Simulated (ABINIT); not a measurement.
# HfC (Fm-3m) in ABINIT: settings compared

One crystal, HfC, is run at these levels: LDA, PBEsol, PW91, BLYP+D3, RPBE+D3; tasks: band structure, equation of state.

All numbers are computed with ABINIT 10.8.3 (patched build); they aren't measurements. Logs are shortened: lines on timing, memory, paths and dates and some standing lists are left out, and cuts for length are marked. The log counts tension as positive stress, the text compression.

## (1) Starting point

The structure is cubic, space group Fm-3m (No. 225). The conventional cell has a = 4.650 Å, b = 4.650 Å, c = 4.650 Å, α = 90.00°, β = 90.00°, γ = 90.00°. Hf (site symmetry m-3m) has 6 C at 2.33 Å as nearest neighbours. C (site symmetry m-3m) is surrounded by 6 Hf at 2.33 Å.

## (2) Band structure, LDA, spin-orbit coupling, no magnetisation

run.abi reads:

```
# Datasets: ground state, then fixed potential
ndtset 2

# Pseudopotentials
pp_dirpath "./"
pseudos "Hf.LDA_PW-JTH.xml, C.LDA_PW-JTH.xml"

# Structure
acell 6.2135074315 6.2135074315 6.2135074315
rprim
     0.0000000000     0.7071067812     0.7071067812
     0.7071067812     0.0000000000     0.7071067812
     0.7071067812     0.7071067812     0.0000000000
ntypat 2
znucl 72 6
natom 2
typat 1 2
xcart
     2.3250000000     2.3250000000     2.3250000000
     0.0000000000     0.0000000000     0.0000000000 Angstrom

# Plane-wave basis
ecut 20.0
pawecutdg 40.0

# Exchange and correlation
ixc 7

# Bands and occupations
occopt 3
tsmear 0.05 eV

# Spin
nspinor 2
nspden 1
pawspnorb 1

# SCF cycle
nstep 100

# Output
iomode 3
prtwf 0
prteig 0
prtebands 0
enunit 1
prtden1 1
prtvha1 1
prtvclmb1 1
prtpot1 1

# Dataset 1
kptopt1 4
ngkpt1 10 10 10
nshiftk1 1
shiftk1 0.0 0.0 0.0
nband1 24
tolvrs1 1.0e-9

# Dataset 2: bands along G-X-W-K-G-L-U-W-L-K
iscf2 -2
getden2 1
nband2 32
nbdbuf2 2
tolwfr2 1.0e-12
kptopt2 -9
ndivsm2 8
prteig2 1
kptbounds2
     0.0000000000     0.0000000000     0.0000000000
     0.5000000000     0.0000000000     0.5000000000
     0.5000000000     0.2500000000     0.7500000000
     0.3750000000     0.3750000000     0.7500000000
     0.0000000000     0.0000000000     0.0000000000
     0.5000000000     0.5000000000     0.5000000000
     0.6250000000     0.2500000000     0.6250000000
     0.5000000000     0.2500000000     0.7500000000
     0.5000000000     0.5000000000     0.5000000000
     0.3750000000     0.3750000000     0.7500000000
```

Potentials or basis: JTH PAW LDA v2.0.

The run is started by

```console
$ abinit run.abi > log 2>&1
```

run.abo:

```text
.Version 10.8.3 of ABINIT
 DATASET    1 : space group F4 3 2 (#209); Bravais cF (face-center cubic)
================================================================================
 Values of the parameters that define the memory need for DATASET  1.
     intxc =       0    ionmov =       0      iscf =      17    lmnmax =      18
     lnmax =       6     mgfft =      27  mpssoang =       3    mqgrid =    3001
     natom =       2  nloc_mem =       2    nspden =       1   nspinor =       2
    nsppol =       1      nsym =      24    n1xccc =       1    ntypat =       2
    occopt =       3   xclevel =       1
       mpw =         740          nfft =       19683          nkpt =          55
 PAW method is used; the additional fine FFT grid is defined by:
   mgfftf=        36    nfftf =     46656
================================================================================
================================================================================

 DATASET    2 : space group F4 3 2 (#209); Bravais cF (face-center cubic)
================================================================================
 Values of the parameters that define the memory need for DATASET  2.
     intxc =       0    ionmov =       0      iscf =      -2    lmnmax =      18
     lnmax =       6     mgfft =      27  mpssoang =       3    mqgrid =    3001
     natom =       2  nloc_mem =       2    nspden =       1   nspinor =       2
    nsppol =       1      nsym =      24    n1xccc =       1    ntypat =       2
    occopt =       3   xclevel =       1
       mpw =         745          nfft =       19683          nkpt =         139
 PAW method is used; the additional fine FFT grid is defined by:
   mgfftf=        36    nfftf =     46656
================================================================================
================================================================================

--------------------------------------------------------------------------------
------------- Echo of variables that govern the present computation ------------
--------------------------------------------------------------------------------
 -outvars: echo values of preprocessed input variables --------
            acell      6.2135074315E+00  6.2135074315E+00  6.2135074315E+00 Bohr
              amu      1.78490000E+02  1.20110000E+01
             ecut      2.00000000E+01 Hartree
           enunit           1
           getden1          0
           getden2          1
             iscf1         17
             iscf2         -2
[... 1856 lines left out ...]
 Atom  Sphere_radius  Integrated_density
    1        2.41119          9.62643554
    2        1.50737          2.41586300

================================================================================

 ----iterations are completed or convergence reached----

 Mean square residual over all n,k,spin=   49.899E-14; max=  99.893E-14
 reduced coordinates (array xred) for    2 atoms
       0.500000000328      0.500000000328      0.500000000328
       0.000000000328      0.000000000328      0.000000000328

 cartesian coordinates (angstrom) at end:
    1      2.32500000000000     2.32500000000000     2.32500000000000
    2      0.00000000152686     0.00000000152686     0.00000000152686
 length scales=  6.213507431500  6.213507431500  6.213507431500 bohr
              =  3.288046530296  3.288046530296  3.288046530296 angstroms
 Eigenvalues (   eV  ) for nkpt= 139  k points:
 kpt#   1, nband= 32, wtk=  1.00000, kpt=  0.0000  0.0000  0.0000 (reduced coord)
 -60.96021  -60.96021  -34.27457  -34.27457  -27.14062  -27.14062  -27.14062  -27.14062
 -12.04130  -12.04130    1.01883    1.01883    1.21105    1.21105    1.21105    1.21105
   1.31296    1.31296    1.31296    1.31296    1.60939    1.60939    3.47839    3.47839
   3.47839    3.47839    7.03077    7.03077   11.24820   11.24820   24.52675   24.56806
 kpt#   2, nband= 32, wtk=  1.00000, kpt=  0.0217  0.0000  0.0217 (reduced coord)
 -60.95996  -60.95996  -34.27563  -34.27563  -27.14392  -27.14392  -27.14202  -27.14202
 -12.02495  -12.02495    0.88359    0.88359    0.98471    0.98471    1.04773    1.04773
   1.35776    1.35776    1.52694    1.52694    1.72837    1.72837    3.48562    3.48562
   3.64327    3.64327    7.06770    7.06770   11.29352   11.29352   23.85592   23.90649
 kpt#   3, nband= 32, wtk=  1.00000, kpt=  0.0435  0.0000  0.0435 (reduced coord)
 -60.95921  -60.95921  -34.27878  -34.27878  -27.15374  -27.15374  -27.14619  -27.14619
 -11.97630  -11.97630    0.55162    0.55162    0.67980    0.67980    0.83169    0.83169
   1.31315    1.31315    1.82304    1.82304    1.99139    1.99139    3.50741    3.50741
   4.03115    4.03115    7.18249    7.18249   11.42788   11.42788   23.14139   23.15199
 kpt#   4, nband= 32, wtk=  1.00000, kpt=  0.0652  0.0000  0.0652 (reduced coord)
 -60.95798  -60.95798  -34.28399  -34.28399  -27.16982  -27.16982  -27.15306  -27.15306
[... 664 lines left out ...]
 -60.90838  -60.90838  -34.48627  -34.48627  -27.70724  -27.70724  -27.45396  -27.45396
  -9.26905   -9.26905   -3.83689   -3.83689   -2.55700   -2.55700   -1.74189   -1.74189
   2.16568    2.16568    5.51464    5.51464    6.02255    6.02255    8.32707    8.32707
   9.03756    9.03756   11.49774   11.49774   13.05740   13.05740   14.75783   14.75783
 kpt# 138, nband= 32, wtk=  1.00000, kpt=  0.3839  0.3839  0.7321 (reduced coord)
 -60.90766  -60.90766  -34.48886  -34.48886  -27.70746  -27.70746  -27.46424  -27.46424
  -9.36200   -9.36200   -3.61153   -3.61153   -2.53836   -2.53836   -1.60522   -1.60522
   1.89711    1.89711    5.62037    5.62037    6.13800    6.13800    8.27634    8.27634
   8.72844    8.72844   11.39167   11.39167   13.09887   13.09887   14.90720   14.90720
 kpt# 139, nband= 32, wtk=  1.00000, kpt=  0.3750  0.3750  0.7500 (reduced coord)
 -60.90721  -60.90721  -34.49052  -34.49052  -27.70899  -27.70899  -27.46882  -27.46882
  -9.44571   -9.44571   -3.42066   -3.42066   -2.51663   -2.51663   -1.47167   -1.47167
   1.65201    1.65201    5.73445    5.73445    6.22920    6.22920    8.31795    8.31795
   8.41374    8.41374   11.19312   11.19312   13.05411   13.05411   15.19021   15.19021

== END DATASET(S) ==============================================================
================================================================================

 -outvars: echo values of variables after computation  --------
            acell      6.2135074315E+00  6.2135074315E+00  6.2135074315E+00 Bohr
           etotal1    -5.6146669911E+01
            fcart1     9.5758500612E-31  9.5758500612E-31 -2.8727550184E-30
                      -9.5758500612E-31 -9.5758500612E-31  2.8727550184E-30
            rprim      0.0000000000E+00  7.0710678120E-01  7.0710678120E-01
                       7.0710678120E-01  0.0000000000E+00  7.0710678120E-01
                       7.0710678120E-01  7.0710678120E-01  0.0000000000E+00
           strten1     4.2323834259E-04  4.2323834259E-04  4.2323834259E-04
                       0.0000000000E+00  0.0000000000E+00  0.0000000000E+00
           xangst      2.3250000000E+00  2.3250000000E+00  2.3250000000E+00
                       1.5268607649E-09  1.5268611844E-09  1.5268607649E-09
             xred      5.0000000033E-01  5.0000000033E-01  5.0000000033E-01
                       3.2835724417E-10  3.2835706376E-10  3.2835724417E-10
 Calculation completed.
```

Run time: 3 min. Hardware: 1 thread of Arm Neoverse V2, shared host; peak memory 0.18 GiB.

Results:

* Free energy: -1527.8287 eV
* Pressure: -12.5 GPa
* Band gap on the k mesh: none (metal or under the smearing width)
* Valence electrons inside the program's atomic spheres: Hf 9.63; C 2.42

Levels at the corners of the path, in eV from the Fermi level:
| point | band 12 | band 13 | band 14 | band 15 | band 16 | band 17 | band 18 | band 19 | band 20 | band 21 |
| --- | --- | --- | --- | --- | --- | --- | --- | --- | --- | --- |
| Γ | 0.85 | 1.04 | 1.04 | 1.04 | 1.04 | 1.15 | 1.15 | 1.15 | 1.15 | 1.44 |
| X | -2.62 | -1.87 | -1.87 | -0.23 | -0.23 | 0.11 | 0.11 | 5.17 | 5.17 | 6.37 |
| W | -3.05 | -2.96 | -2.96 | -2.44 | -2.44 | 3.53 | 3.53 | 3.60 | 3.60 | 6.55 |
| K | -3.59 | -2.68 | -2.68 | -1.64 | -1.64 | 1.48 | 1.48 | 5.57 | 5.57 | 6.06 |
| Γ | 0.85 | 1.04 | 1.04 | 1.04 | 1.04 | 1.15 | 1.15 | 1.15 | 1.15 | 1.44 |
| L | -6.19 | -3.08 | -3.08 | -3.00 | -3.00 | 5.11 | 5.11 | 5.12 | 5.12 | 5.73 |
| U | -3.59 | -2.68 | -2.68 | -1.64 | -1.64 | 1.48 | 1.48 | 5.57 | 5.57 | 6.06 |
| W | -3.05 | -2.96 | -2.96 | -2.44 | -2.44 | 3.53 | 3.53 | 3.60 | 3.60 | 6.55 |
| L | -6.19 | -3.08 | -3.08 | -3.00 | -3.00 | 5.11 | 5.11 | 5.12 | 5.12 | 5.73 |
| K | -3.59 | -2.68 | -2.68 | -1.64 | -1.64 | 1.48 | 1.48 | 5.57 | 5.57 | 6.06 |

## (3) Band structure, PBEsol

run.abi reads:

```
ndtset 2

pp_dirpath "./"
pseudos "Hf.GGA_PBE-JTH.xml, C.GGA_PBE-JTH.xml"

acell 3.2880465325 3.2880465325 3.2880465325 Angstrom
rprim
     0.0000000000     0.7071067812     0.7071067812
     0.7071067812     0.0000000000     0.7071067812
     0.7071067812     0.7071067812     0.0000000000
ntypat 2
znucl 72 6
natom 2
typat 1 2
xred
     0.5000000000     0.5000000000     0.5000000000
     0.0000000000     0.0000000000     0.0000000000

ecut 20.0
pawecutdg 40.0

ixc -116133

occopt 3
tsmear 0.00183747

nstep 100

iomode 3
prtwf 0
prteig 0
prtebands 0
prtden1 1

kptopt1 1
ngkpt1 10 10 10
nshiftk1 1
shiftk1 0.0 0.0 0.0
nband1 12
tolvrs1 1.0e-9

iscf2 -2
getden2 1
nband2 16
nbdbuf2 2
tolwfr2 1.0e-12
kptopt2 -9
ndivsm2 8
prteig2 1
prtvol2 -3
kptbounds2
     0.0000000000     0.0000000000     0.0000000000
     0.5000000000     0.0000000000     0.5000000000
     0.5000000000     0.2500000000     0.7500000000
     0.3750000000     0.3750000000     0.7500000000
     0.0000000000     0.0000000000     0.0000000000
     0.5000000000     0.5000000000     0.5000000000
     0.6250000000     0.2500000000     0.6250000000
     0.5000000000     0.2500000000     0.7500000000
     0.5000000000     0.5000000000     0.5000000000
     0.3750000000     0.3750000000     0.7500000000
```

Potentials or basis: JTH PAW PBE v2.0.

The run is started by

```console
$ abinit run.abi > log 2>&1
```

Run time: 39 s. Hardware: 1 thread of Arm Neoverse V2, shared host; peak memory 0.12 GiB.

It converged, with:

```
Free energy                                           : -1520.8416 eV
Pressure                                              : -6.6 GPa
Band gap on the k mesh                                : none (metal or under the smearing width)
Valence electrons inside the program's atomic spheres : Hf 9.61; C 2.41
```

Levels at the corners of the path, in eV from the Fermi level:
```csv
point,band 4,band 5,band 6,band 7,band 8,band 9,band 10,band 11,band 12,band 13
Γ,-29.51,-12.31,1.00,1.00,1.00,1.32,1.32,1.32,3.35,3.35
X,-29.74,-10.39,-2.62,-1.86,-0.11,-0.11,5.28,6.71,6.71,8.32
W,-29.76,-9.64,-3.03,-2.75,-2.75,3.64,3.64,6.72,7.01,8.26
K,-29.69,-9.73,-3.56,-2.76,-1.66,1.52,5.74,6.15,8.19,8.31
Γ,-29.51,-12.31,1.00,1.00,1.00,1.32,1.32,1.32,3.35,3.35
L,-29.58,-8.52,-6.20,-3.02,-3.02,5.28,5.28,5.74,6.49,11.40
U,-29.69,-9.73,-3.56,-2.76,-1.66,1.52,5.74,6.15,8.19,8.31
W,-29.76,-9.64,-3.03,-2.75,-2.75,3.64,3.64,6.72,7.01,8.26
L,-29.58,-8.52,-6.20,-3.02,-3.02,5.28,5.28,5.74,6.49,11.40
K,-29.69,-9.73,-3.56,-2.76,-1.66,1.52,5.74,6.15,8.19,8.31
```

Caveat: the PAW data sets were made with another functional, which shifts forces and pressure a little; spin-orbit coupling is left out, which moves the levels of the heavy elements.

## (4) Band structure, PW91

Edit run.abi of step 3 so:

```diff
@@ -1,3 +1,5 @@
+# Datasets: ground state, then fixed potential
 ndtset 2
 
+# Pseudopotentials
 pp_dirpath "./"
@@ -5,2 +7,3 @@
 
+# Structure
 acell 3.2880465325 3.2880465325 3.2880465325 Angstrom
@@ -14,6 +17,7 @@
 typat 1 2
-xred
-     0.5000000000     0.5000000000     0.5000000000
+xcart
+     4.3936132398     4.3936132398     4.3936132398
      0.0000000000     0.0000000000     0.0000000000
 
+# Plane-wave basis
 ecut 20.0
@@ -21,9 +25,13 @@
 
-ixc -116133
+# Exchange and correlation
+ixc -109134
 
+# Bands and occupations
 occopt 3
-tsmear 0.00183747
+tsmear 0.05 eV
 
+# SCF cycle
 nstep 100
 
+# Output
 iomode 3
@@ -34,2 +42,3 @@
 
+# Dataset 1
 kptopt1 1
@@ -41,2 +50,3 @@
 
+# Dataset 2: bands along G-X-W-K-G-L-U-W-L-K
 iscf2 -2
```

The run is started by

```console
$ abinit run.abi > log 2>&1
```

It took 40 s on 1 thread of Arm Neoverse V2, shared host; peak memory 0.12 GiB.

It converged, with:

- Free energy: -1521.8482 eV
- Pressure: -0.3 GPa
- Band gap on the k mesh: none (metal or under the smearing width)
- Valence electrons inside the program's atomic spheres: Hf 9.60; C 2.44

Levels at the corners of the path, in eV from the Fermi level:
| point | band 6 | band 7 | band 8 | band 9 | band 10 | band 11 |
| --- | --- | --- | --- | --- | --- | --- |
| Γ | 0.97 | 0.97 | 0.97 | 1.35 | 1.35 | 1.35 |
| X | -2.60 | -1.79 | -0.13 | -0.13 | 5.26 | 6.67 |
| W | -3.02 | -2.72 | -2.72 | 3.64 | 3.64 | 6.69 |
| K | -3.52 | -2.74 | -1.67 | 1.55 | 5.73 | 6.12 |
| Γ | 0.97 | 0.97 | 0.97 | 1.35 | 1.35 | 1.35 |
| L | -6.15 | -3.02 | -3.02 | 5.26 | 5.26 | 5.73 |
| U | -3.52 | -2.74 | -1.67 | 1.55 | 5.73 | 6.12 |
| W | -3.02 | -2.72 | -2.72 | 3.64 | 3.64 | 6.69 |
| L | -6.15 | -3.02 | -3.02 | 5.26 | 5.26 | 5.73 |
| K | -3.52 | -2.74 | -1.67 | 1.55 | 5.73 | 6.12 |

Caveat: the PAW data sets were made with another functional, which shifts forces and pressure a little; spin-orbit coupling is left out, which moves the levels of the heavy elements.

(Continued in part 2 of 2.)
